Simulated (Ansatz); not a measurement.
# Hg: the cost of one run

Program: Ansatz 0.2.0. Level of theory: DFT PBEsol, scalar-relativistic, plane waves, PAW. These are calculated values, not measurements.

2 further runs of the same task are left out: 2 that didn't finish.

## Step 1: Starting point

It takes space group P6_3/mmc (No. 194, hexagonal). Conventional cell: a = 3.462 Å, b = 3.462 Å, c = 5.488 Å, α = 90.00°, β = 90.00°, γ = 120.00°. Hg (site symmetry -6m2) is surrounded by 12 Hg at 3.39 to 3.46 Å.

Coordinates:

```cif
data_structure
_symmetry_space_group_name_H-M 'P6_3/mmc'
_symmetry_Int_Tables_number 194
_cell_length_a 3.4618
_cell_length_b 3.4618
_cell_length_c 5.4875
_cell_angle_alpha 90.000
_cell_angle_beta 90.000
_cell_angle_gamma 120.000
_cell_volume 56.95
loop_
_atom_site_label
_atom_site_type_symbol
_atom_site_symmetry_multiplicity
_atom_site_Wyckoff_symbol
_atom_site_fract_x
_atom_site_fract_y
_atom_site_fract_z
_atom_site_occupancy
Hg1 Hg 2 c 0.66667 0.33333 0.75000 1
```

The structure comes from the Materials Project (structure only).

## Step 2: A change within the space group

What differs from the listed cell: strain xx, yy, zz, yz, xz, xy = +4.3, +4.3, +2.8, +0.0, +0.0, +0.0 %.

input.yaml

```yaml
crystal:
  lattice:
    - [3.6100443271, 0.0, 0.0]
    - [-1.8050221636, 3.126390096, 0.0]
    - [0.0, 0.0, 5.6402118731]
  atoms:
    - { symbol: Hg, position: [0.66666667, 0.33333333, 0.75] }
    - { symbol: Hg, position: [0.33333333, 0.66666667, 0.25] }
basis:
  ecutwfc: 420
kpoints:
  mp_grid: { grid: [12, 12, 8] }
hamiltonian:
  xc: pbesol
scf:
  occupations: { method: gaussian, width: 0.05 }
output:
  forces: true
  stress: true
  eigenvalues: true
  populations: true
```

On the command line:

```sh
ansatz run input.yaml --threads 1 --pin off --max-ram 1331MiB --backend cpu --events-out ev --progress --plain --runs-dir out
```

What time and memory should one allow on 1 thread of an x86-64 CPU, shared host?

About 12 s, with a peak of 0.4 GiB.
